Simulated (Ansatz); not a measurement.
# Si (Fd-3m) in Ansatz: notebook

The runs below take Si through relaxation of cell and atoms, with revPBE, revPBE+D3(BJ), revPBE+D4.

All numbers are computed with Ansatz 0.2.0; they aren't measurements. Logs are shortened: lines on timing, memory, paths and dates and some standing lists are left out, and cuts for length are marked.

### Step 1. Starting point

Symmetry: Fd-3m, No. 227, cubic system. Conventional cell: a = 5.444 Å, b = 5.444 Å, c = 5.444 Å, α = 90.00°, β = 90.00°, γ = 90.00°. Si (site symmetry -43m) has 4 Si at 2.36 Å as nearest neighbours.

### Step 2. Relaxation of cell and atoms, revPBE

Contents of input.yaml:

```yaml
crystal:
  lattice:
    - [0.0, 2.7218511865, 2.7218511865]
    - [2.7218511865, 0.0, 2.7218511865]
    - [2.7218511865, 2.7218511865, 0.0]
  atoms:
    - { symbol: Si, position: [0.5, 0.5, 0.5] }
    - { symbol: Si, position: [0.75, 0.75, 0.75] }
hamiltonian:
  xc: revpbe
  pseudopotentials: { kind: paw }
kpoints:
  mp_grid: { grid: [8, 8, 8] }
scf:
  occupations: { method: fermi_dirac, width: 0.05 }
output:
  forces: true
  stress: true
  eigenvalues: true
  write_density: true
  write_potential: true
  elf: true
  volumetric_format: npy
relax:
  f_tol: 0.01
  max_steps: 40
  cell: { stress_tol: 0.05 }
```

Potentials or basis: Ansatz PAW.

The run is started by

```sh
> ansatz run input.yaml --threads 2 --pin off --max-ram 5632MiB --backend cpu --events-out ev --progress --plain --runs-dir out
```

The program printed:

```text
Warning: RAYON_NUM_THREADS=2 ignored (pool sized by the plan → 2); use --threads N
Engine: ansatz 0.2.0, x86_64-unknown-linux-gnu
Pseudopotentials: kind: paw
Pseudopotential: Si, paw, valence charge 4, recommended cutoff 420 eV (normal), Si.paw.azcp
Functional definition: revPBE
  parameter kappa = 1.245
  parameter beta = 0.06672455060314922
  exchange = pbe_x(kappa = kappa, mu = beta*pi^2/3)
  correlation = pbe_c(beta = beta)
Crystal: 2 atoms, lattice volume = 40.330 Å³
Basis set: ecut = 420 eV, 749 PW (Γ), exchange–correlation on 54×54×54 points (8 copies of the dense FFT grid, shifted against one another)
Bands: 8, of which v1, the nominal top of the filled ones, is band 4 counted from 1 (3 counted from 0)
Symmetry: 48 space group operations
Space group: Fd-3m (ITA 227), of the structure as read, at distance tolerance 3.4e-5 Å
k-points: 29 of 512
Non-local potential: Si, projectors of the file, l = 0: 2, l = 1: 2, l = 2: 2
PAW form: soft (Blöchl's): semilocal exchange-correlation on the pseudo side does not see the compensation charge
PAW frozen core: Si, regenerated for the run's functional, and the local potential with it (the file was generated under x = pbe(κ = 0.804, μ = 0.2195149727645171), c = pbe(β = 0.06672455060314922))
PAW one-centre angular grid: Si, 110 points (default); XC on 64 Gauss nodes
Initial density: superposition of atomic densities (neutral atoms: chi_scale 0, normalization atom), corrected by the library's trained network
Initial wavefunctions: pseudopotential atomic-orbital guess
Functional: x = revpbe(κ = 1.245, μ = 0.2195149727645171), c = pbe(β = 0.06672455060314922)
SCF iter   1: F=—  HF=-1276.055689 eV  |F-HF|=—  |Δ(HF+E_count)|=         —  Δρ=1.23e-3  dr2=4.35e-4  ethr=1.77e-3  ⟨swp⟩=5.9  Hψ=2031  notcnv=0
preconditioner: auto → none  [insulator: Δε(μ)=0.656 eV  Ē_g=9.468 eV  σ=0.050 eV  W_gap=1.00  n_scr=8 (ndim 8)  ℏωp=16.5 eV  f_vac=0.000  D(μ)=0.00/eV (n_scr^D=0)  ε∞_Penn≈4.1]
SCF iter   2: F=—  HF=-1276.056017 eV  |F-HF|=—  |Δ(HF+E_count)|=   3.28e-4  Δρ=5.08e-4  dr2=4.88e-5  ethr=5.43e-6  ⟨swp⟩=2.2  Hψ=584  notcnv=0
SCF iter   3: F=—  HF=-1276.056084 eV  |F-HF|=—  |Δ(HF+E_count)|=   6.74e-5  Δρ=1.28e-4  dr2=2.95e-6  ethr=6.10e-7  ⟨swp⟩=2.2  Hψ=344  notcnv=0
iter 4 did not close the SCF: its close was put off for the readings that it lacked (scf_convergence_deferred on its scf_iter line)
SCF iter   4: F=-1276.056094 eV  HF=-1276.056094 eV  |F-HF|=1.20e-7  |Δ(HF+E_count)|=   9.56e-6  Δρ=1.26e-5  dr2=8.22e-8  ethr=3.69e-8  ⟨swp⟩=2.0  Hψ=351  notcnv=0
iter 5 did not close the SCF: its close was put off for the readings that it lacked (scf_convergence_deferred on its scf_iter line)
SCF iter   5: F=-1276.056094 eV  HF=-1276.056094 eV  |F-HF|=9.13e-10  |Δ(HF+E_count)|=   1.50e-7  Δρ=9.24e-7  dr2=1.75e-10  ethr=1.03e-9  ⟨swp⟩=2.0  Hψ=351  notcnv=0
SCF iter   6: F=-1276.056094 eV  HF=-1276.056094 eV  |F-HF|=4.09e-12  |Δ(HF+E_count)|=   1.17e-9  Δρ=8.60e-8  dr2=1.52e-12  ethr=2.19e-12  ⟨swp⟩=4.8  Hψ=1094  notcnv=0
SCF 1 converged in 6 iterations: F = -1276.056094 eV  dr2 = 1.52e-12
relax step   1: F+E_penalty+E_count = -1276.05609410 eV  Δ(F+E_penalty+E_count) = +0.000e0 eV  max|allowed force component| = 4.626e-18 eV/Å  Δτ_max = 0.0000 Å  P = +2.520 GPa  Ω = 40.330 Å³  (6 SCF iters, accepted)
Crystal: 2 atoms, lattice volume = 41.174 Å³
[... 25 lines left out ...]
preconditioner: auto → none  [insulator: Δε(μ)=0.713 eV  Ē_g=9.342 eV  σ=0.050 eV  W_gap=1.00  n_scr=8 (ndim 8)  ℏωp=16.3 eV  f_vac=0.000  D(μ)=0.00/eV (n_scr^D=0)  ε∞_Penn≈4.1]
SCF iter   2: F=—  HF=-1276.064741 eV  |F-HF|=—  |Δ(HF+E_count)|=   1.08e-5  Δρ=1.15e-5  dr2=2.56e-8  ethr=1.01e-9  ⟨swp⟩=2.5  Hψ=348  notcnv=0
SCF iter   3: F=—  HF=-1276.064742 eV  |F-HF|=—  |Δ(HF+E_count)|=   1.58e-7  Δρ=7.38e-7  dr2=9.37e-11  ethr=3.20e-10  ⟨swp⟩=2.0  Hψ=351  notcnv=0
SCF iter   4: F=-1276.064742 eV  HF=-1276.064742 eV  |F-HF|=5.12e-11  |Δ(HF+E_count)|=  4.07e-10  Δρ=2.41e-7  dr2=1.03e-11  ethr=1.00e-12  ⟨swp⟩=6.5  Hψ=1074  notcnv=0
SCF 4 converged in 4 iterations: F = -1276.064742 eV  dr2 = 1.03e-11
relax step   4: F+E_penalty+E_count = -1276.06474158 eV  Δ(F+E_penalty+E_count) = -1.457e-4 eV  max|allowed force component| = 5.320e-17 eV/Å  Δτ_max = 0.0000 Å  P = +0.033 GPa  Ω = 41.441 Å³  stress off target by 3.31e-2 GPa  SCF on the basis re-selected at this cell (its energy is not comparable with the rows above)  (4 SCF iters)
basis re-selected at this cell: Δ(F+E_penalty+E_count) = -1.457e-4 eV, ΔP = +0.007 GPa vs the last step (what re-selecting the basis moved, of the pressure what is left beyond the Pulay correction that the steps carried, after the strain that the cell walked since its last selection, with what the two solves' SCF thresholds leave and, on support functions, any second-order correction that the steps lacked; it is no measure of the basis error at this ecutwfc). This SCF's stress stands 3.31e-2 GPa from its target on what of the cell is left free (relax.cell.stress_tol is 5.00e-2 GPa) and its largest allowed force component is 5.32e-17 eV/Å (relax.f_tol is 1.00e-2 eV/Å): within both
SCF converged after 4 iterations
Free energy (F): -1276.064742 eV
Harris-Foulkes:  -1276.064742 eV  (|F-HF|=5.12e-11)
Internal energy: -1276.064730 eV  (E = F + TS)
E sigma→0 (E₀):  -1276.064736 eV
Entropy (-TS):   -0.000012 eV (-0.006 meV/atom)
Fermi energy:    6.272256 eV
--- Per-component energies (eV) ---
  E_band       = 7.826319
  E_kinetic    = 79.731981
  E_local      = -56.120169  (includes V_loc(G=0)·N_el)
  E_nonlocal   = 50.716386
  E_hartree    = 15.337904
  E_xc         = -110.057595
  E_vxc        = -92.733901  (∫ρ·V_xc dr)
  E_paw        = -1029.706306  (= ΣΔE_a)
  E_vpaw       = -4.443803  (= ΣTr[D̂ρ^β])
  E_aug_tail   = 0.000013  (compensation charges beyond the density's cutoff)
  E_ewald      = -225.929013
  E_core_change = -0.037931  (= ΣΔE_core)
  E_smearing   = -0.000012  (= −TS)
  E_closure    = 0.000000  (closes the sum)
  Σ components = -1276.064742   (vs F -1276.064742, Δ=0.00e0)
--- Forces (eV/Å), atoms counted from 1 ---
  atom   1  Si     0.00000000    -0.00000000    -0.00000000
  atom   2  Si    -0.00000000     0.00000000     0.00000000
  max |Σ_I F_I| component: 2.78e-17 eV/Å
--- Stress (GPa, compression-positive) ---
        0.033132      -0.000000       0.000000
       -0.000000       0.033132      -0.000000
       -0.000000      -0.000000       0.033132
  P = ⅓ Tr σ = 0.0331 GPa (0.331 kbar)
--- Band table (eV; the first three rows and the last of 29) ---
  k-point 0: bands = ["-5.7807", "5.9355", "5.9355", "5.9355", "8.4875", "8.4875", "8.4875", "9.0019"]
  k-point 1: bands = ["-5.5826", "4.3559", "5.6560", "5.6560", "8.3689", "8.8988", "8.8988", "10.4153"]
  k-point 2: bands = ["-5.0054", "2.0830", "5.1964", "5.1964", "7.8947", "9.4186", "9.4186", "12.6441"]
  k-point 28: bands = ["-1.6119", "-1.6119", "2.2372", "2.2372", "10.2430", "10.2430", "10.8437", "10.8437"]
--- Relaxed structure (3 steps of the walk, 3 accepted, 1 SCFs on fresh bases) ---
  F+E_penalty+E_count = -1276.06474158 eV   max|allowed force component| = 5.320e-17 eV/Å   (the final SCF, on the basis selected at the relaxed cell)
  cell:  # Å, volume = 41.4411 Å³
    - [1.7945263378354156e-33, 2.746632001827298, 2.746632001827298]
    - [2.746632001827298, -3.566760423026915e-34, 2.746632001827298]
    - [2.746632001827298, 2.746632001827298, -2.945761956517765e-34]
  atoms:
    - { symbol: Si, position: [0.5, 0.5, 0.5] }
    - { symbol: Si, position: [0.7500000000000001, 0.7500000000000001, 0.7500000000000001] }
```

rho_z.tsv:

```text
# z_ang	rho[e/angstrom^3]
# format = ansatz-planar-average/11
# lattice	0.000000000	2.746632002	2.746632002
# lattice	2.746632002	-0.000000000	2.746632002
# lattice	2.746632002	2.746632002	-0.000000000
# sites	2
# site	14	2.746632002	2.746632002	2.746632002
# site	14	4.119948003	4.119948003	4.119948003
0.000000	1.354114e-1
0.143864	1.265790e-1
0.287728	1.202354e-1
0.431592	1.171258e-1
0.575455	1.175755e-1
0.719319	1.215400e-1
[... 19 lines left out ...]
3.596597	1.571452e-1
3.740460	1.457625e-1
```

Wall time 1.2 s (2 threads of Intel Xeon 6975P-C (Granite Rapids), shared host); peak memory 0.34 GiB.

What came out:

```
Free energy                            : -1276.0647 eV
Relaxed volume                         : 20.72 Å³/atom
Relaxed cell                           : a = 3.884 Å, b = 3.884 Å, c = 3.884 Å, α = 60.00°, β = 60.00°, γ = 60.00°
Space group after relaxing (to 0.05 Å) : Fd-3m (No. 227)
Energy gained by relaxing              : 4.3 meV/atom
Ionic steps                            : 4
Pressure after relaxing                : 0.0 GPa
Band gap on the k mesh                 : 0.71 eV, indirect (least direct gap 2.55 eV)
```

The path:
```
step  energy change (eV)  largest force (eV/Å)  volume (Å³)
   1              0.0000                0.0000        40.33
   2             -0.0080                0.0000        41.17
   3             -0.0085                0.0000        41.44
   4             -0.0086                0.0000        41.44
```

Final structure:
```xyz
2
Lattice="0.0000 2.7466 2.7466 2.7466 0.0000 2.7466 2.7466 2.7466 0.0000" Properties=species:S:1:pos:R:3 pbc="T T T"
Si    2.7466    2.7466    2.7466
Si    4.1199    4.1199    4.1199
```

Levels at points of the mesh, in eV from the valence-band top:
| k point | band 1 | band 2 | band 3 | band 4 | band 5 | band 6 | band 7 | band 8 |
| --- | --- | --- | --- | --- | --- | --- | --- | --- |
| (0.00, 0.00, 0.00) | -11.72 | 0.00 | 0.00 | 0.00 | 2.55 | 2.55 | 2.55 | 3.07 |
| (0.00, 0.00, -0.50) | -9.47 | -6.80 | -1.17 | -1.17 | 1.47 | 3.36 | 3.36 | 7.78 |
| (0.00, -0.50, -0.50) | -7.70 | -7.70 | -2.76 | -2.76 | 0.82 | 0.82 | 9.86 | 9.86 |

Caveat: the plane-wave basis is chosen anew once the cell has moved, so the energies of steps on either side of that aren't comparable; the PAW data sets come from PBE, with cores solved anew for the run's functional, which leaves a small shift of forces and pressure. As with any semilocal functional, this revPBE gap is likely too small.

### Step 3. Relaxation of cell and atoms, revPBE+D3(BJ)

input.yaml: that of step 2 with these lines changed.

```diff
@@ -11,2 +11,3 @@
   pseudopotentials: { kind: paw }
+  dispersion: d3bj
 kpoints:
@@ -19,6 +20,2 @@
   eigenvalues: true
-  write_density: true
-  write_potential: true
-  elf: true
-  volumetric_format: npy
 relax:
```

Potentials or basis: Ansatz PAW.

The run is started by

```sh
> ansatz run input.yaml --threads 2 --pin off --max-ram 5632MiB --backend cpu --events-out ev --progress --plain --runs-dir out
```

Run time: 1.1 s. Hardware: 2 threads of Intel Xeon 6975P-C (Granite Rapids), shared host; peak memory 0.34 GiB.

The run converged. Its results:

```
Free energy                            : -1277.2849 eV
Relaxed volume                         : 19.62 Å³/atom
Relaxed cell                           : a = 3.814 Å, b = 3.814 Å, c = 3.814 Å, α = 60.00°, β = 60.00°, γ = 60.00°
Space group after relaxing (to 0.05 Å) : Fd-3m (No. 227)
Energy gained by relaxing              : 4.1 meV/atom
Ionic steps                            : 4
Pressure after relaxing                : 0.0 GPa
Band gap on the k mesh                 : 0.62 eV, indirect (least direct gap 2.57 eV)
```

Step by step:
```tsv
step	energy change (eV)	largest force (eV/Å)	volume (Å³)
1	0.0000	0.0000	40.33
2	-0.0077	0.0000	39.54
3	-0.0084	0.0000	39.23
4	-0.0083	0.0000	39.23
```

Final structure:
```cif
data_structure
_symmetry_space_group_name_H-M 'P 1'
_symmetry_Int_Tables_number 1
_cell_length_a 3.8141
_cell_length_b 3.8141
_cell_length_c 3.8141
_cell_angle_alpha 60.000
_cell_angle_beta 60.000
_cell_angle_gamma 60.000
_cell_volume 39.23
loop_
_atom_site_label
_atom_site_type_symbol
_atom_site_fract_x
_atom_site_fract_y
_atom_site_fract_z
_atom_site_occupancy
Si1 Si 0.50000 0.50000 0.50000 1
Si2 Si 0.75000 0.75000 0.75000 1
```

Levels at points of the mesh, in eV from the valence-band top:
```
             k point  band 1  band 2  band 3  band 4  band 5  band 6  band 7  band 8
  (0.00, 0.00, 0.00)  -12.09    0.00    0.00    0.00    2.57    2.57    2.57    3.69
 (0.00, 0.00, -0.50)   -9.71   -7.05   -1.22   -1.22    1.66    3.34    3.34    7.84
(0.00, -0.50, -0.50)   -7.87   -7.87   -2.91   -2.91    0.71    0.71   10.33   10.33
```

Caveat: the plane-wave basis is chosen anew once the cell has moved, so the energies of steps on either side of that aren't comparable; the PAW data sets come from PBE, with cores solved anew for the run's functional, which leaves a small shift of forces and pressure.

### Step 4. Relaxation of cell and atoms, revPBE+D4

input.yaml: that of step 3 with these lines changed.

```diff
@@ -11,3 +11,3 @@
   pseudopotentials: { kind: paw }
-  dispersion: d3bj
+  dispersion: d4
 kpoints:
```

Potentials or basis: Ansatz PAW.

The run is started by

```sh
> ansatz run input.yaml --threads 2 --pin off --max-ram 5632MiB --backend cpu --events-out ev --progress --plain --runs-dir out
```

The program printed:

```text
Warning: RAYON_NUM_THREADS=2 ignored (pool sized by the plan → 2); use --threads N
[... 8 set-up lines as earlier in the session ...]
Crystal: 2 atoms, lattice volume = 40.330 Å³
Basis set: ecut = 420 eV, 749 PW (Γ), exchange–correlation on 54×54×54 points (8 copies of the dense FFT grid, shifted against one another)
Bands: 8, of which v1, the nominal top of the filled ones, is band 4 counted from 1 (3 counted from 0)
[... 2 set-up lines as earlier in the session ...]
k-points: 29 of 512
[... 2 set-up lines as earlier in the session ...]
[... 67 lines left out ...]
  E_disp       = -1.201590  (pairwise vdW)
  E_core_change = -0.037931  (= ΣΔE_core)
  E_smearing   = -0.000028  (= −TS)
  E_closure    = 0.000000  (closes the sum)
  Σ components = -1277.231313   (vs F -1277.231313, Δ=0.00e0)
--- Forces (eV/Å), atoms counted from 1 ---
  atom   1  Si     0.00000000     0.00000000    -0.00000000
  atom   2  Si    -0.00000000    -0.00000000     0.00000000
  max |Σ_I F_I| component: 1.39e-17 eV/Å
--- Stress (GPa, compression-positive) ---
        0.027468      -0.000000      -0.000000
       -0.000000       0.027468      -0.000000
       -0.000000      -0.000000       0.027468
  P = ⅓ Tr σ = 0.0275 GPa (0.275 kbar)
--- Band table (eV; the first three rows and the last of 29) ---
  k-point 0: bands = ["-5.5856", "6.5059", "6.5059", "6.5059", "9.0793", "9.0793", "9.0793", "10.1974"]
  k-point 1: bands = ["-5.3779", "4.9077", "6.2103", "6.2103", "9.0927", "9.5130", "9.5130", "11.4740"]
  k-point 2: bands = ["-4.7715", "2.5519", "5.7313", "5.7313", "8.6498", "10.0319", "10.0319", "13.6642"]
  k-point 28: bands = ["-1.1941", "-1.1941", "2.5752", "2.5752", "10.8034", "10.8034", "11.6033", "11.6033"]
--- Relaxed structure (3 steps of the walk, 3 accepted, 1 SCFs on fresh bases) ---
  F+E_penalty+E_count = -1277.23131282 eV   max|allowed force component| = 9.252e-17 eV/Å   (the final SCF, on the basis selected at the relaxed cell)
  cell:  # Å, volume = 39.2428 Å³
    - [-4.0762976263164716e-34, 2.697180482715726, 2.697180482715726]
    - [2.697180482715726, -8.152595252632943e-34, 2.697180482715726]
    - [2.697180482715726, 2.697180482715726, 0.0]
  atoms:
    - { symbol: Si, position: [0.49999999999999994, 0.49999999999999994, 0.49999999999999994] }
    - { symbol: Si, position: [0.7499999999999999, 0.7499999999999999, 0.7499999999999999] }
```

Wall time 1.5 s (2 threads of Intel Xeon 6975P-C (Granite Rapids), shared host); peak memory 0.34 GiB.

Results:

```
Free energy                            : -1277.2313 eV
Relaxed volume                         : 19.62 Å³/atom
Relaxed cell                           : a = 3.814 Å, b = 3.814 Å, c = 3.814 Å, α = 60.00°, β = 60.00°, γ = 60.00°
Space group after relaxing (to 0.05 Å) : Fd-3m (No. 227)
Energy gained by relaxing              : 4.2 meV/atom
Ionic steps                            : 4
Pressure after relaxing                : 0.0 GPa
Band gap on the k mesh                 : 0.62 eV, indirect (least direct gap 2.57 eV)
```

The path:
```csv
step,energy change (eV),largest force (eV/Å),volume (Å³)
1,0.0000,0.0000,40.33
2,-0.0080,0.0000,39.52
3,-0.0086,0.0000,39.24
4,-0.0085,0.0000,39.24
```

Final structure:
```cif
data_structure
_symmetry_space_group_name_H-M 'P 1'
_symmetry_Int_Tables_number 1
_cell_length_a 3.8144
_cell_length_b 3.8144
_cell_length_c 3.8144
_cell_angle_alpha 60.000
_cell_angle_beta 60.000
_cell_angle_gamma 60.000
_cell_volume 39.24
loop_
_atom_site_label
_atom_site_type_symbol
_atom_site_fract_x
_atom_site_fract_y
_atom_site_fract_z
_atom_site_occupancy
Si1 Si 0.50000 0.50000 0.50000 1
Si2 Si 0.75000 0.75000 0.75000 1
```

Caveat: the plane-wave basis is chosen anew once the cell has moved, so the energies of steps on either side of that aren't comparable; the PAW data sets come from PBE, with cores solved anew for the run's functional, which leaves a small shift of forces and pressure.

### Step 5. Summary

```tsv
level	gap on the mesh (eV)	pressure (GPa)	relaxed volume (Å³/atom)
revPBE	0.71	0.0	20.72
revPBE+D3(BJ)	0.62	0.0	19.62
revPBE+D4	0.62	0.0	19.62
```

Alike in all rows: task relaxation of cell and atoms; potentials or basis Ansatz PAW; no spin polarisation; cell relaxed; k mesh 8 × 8 × 8; cutoff (eV) 420; smearing fermi-dirac 0.05 eV.

Caveats: the plane-wave basis is chosen anew once the cell has moved, so the energies of steps on either side of that aren't comparable; the PAW data sets come from PBE, with cores solved anew for the run's functional, which leaves a small shift of forces and pressure.

Total energies depend on the potentials used, so only differences within one code and one set of settings carry meaning.
